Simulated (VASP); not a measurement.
**Si: relaxation of cell and atoms with PBEsol**

The system is Si.

```
Si
1.0
     0.00000    2.71356    2.71356
     2.71356    0.00000    2.71356
     2.71356    2.71356    0.00000
Si
2
Direct
  0.75000 0.75000 0.75000
  0.50000 0.50000 0.50000
```

```json
{
 "Program": "VASP 6.6.1",
 "Task": "relaxation of cell and atoms",
 "Functional": "PBEsol",
 "Potentials or basis": "VASP PAW PBE potentials, release 64 (Si)",
 "Cutoff": "600 eV",
 "k mesh": "12 × 12 × 12",
 "Occupations": "gaussian, width 0.02 eV",
 "Spin": "no spin polarisation",
 "Dipole correction": "no",
 "Further INCAR settings": "ALGO = Normal; EDIFF = 1e-06; IBRION = 2; EDIFFG = -0.01; NSW = 80; ISIF = 3"
}
```

- Relaxed volume: 20.08 Å³/atom
- Relaxed cell: a = 3.844 Å, b = 3.844 Å, c = 3.844 Å, α = 60.00°, β = 60.00°, γ = 60.00°
- Space group after relaxing (to 0.05 Å): Fd-3m (No. 227)
- Energy gained by relaxing: 0.1 meV/atom
- Ionic steps: 3
- Pressure after relaxing: 0.0 GPa
- Band gap on the k mesh: 0.46 eV, indirect (least direct gap 2.52 eV)

The path:
```csv
step,energy change (eV),largest force (eV/Å),pressure (GPa),volume (Å³)
1,0.0000,0.0000,0.46,39.96
2,-0.0001,0.0000,-0.32,40.29
3,-0.0003,0.0000,0.00,40.15
```

Final structure:
```
Si
1.0
     0.00000    2.71784    2.71784
     2.71784    0.00000    2.71784
     2.71784    2.71784    0.00000
Si
2
Direct
  0.75000 0.75000 0.75000
  0.50000 0.50000 0.50000
```

Levels at points of the mesh, in eV from the valence-band top:
| k point | band 1 | band 2 | band 3 | band 4 | band 5 | band 6 | band 7 | band 8 |
| --- | --- | --- | --- | --- | --- | --- | --- | --- |
| (0.00, 0.00, 0.00) | -11.97 | 0.00 | 0.00 | 0.00 | 2.52 | 2.52 | 2.52 | 3.29 |
| (0.50, 0.00, 0.00) | -9.63 | -7.00 | -1.20 | -1.20 | 1.46 | 3.27 | 3.27 | 7.51 |
| (0.50, 0.50, 0.00) | -7.82 | -7.82 | -2.87 | -2.87 | 0.59 | 0.59 | 10.04 | 10.04 |

Wall time 15 s on 1 thread of Intel(R) Xeon(R) 6975P-C (Granite Rapids) (shared host), peak memory 0.18 GiB.

Caveat: the PAW data sets were made with another functional, which shifts forces and pressure a little. Expect the measured gap to be larger: semilocal functionals such as PBEsol lack the derivative discontinuity.
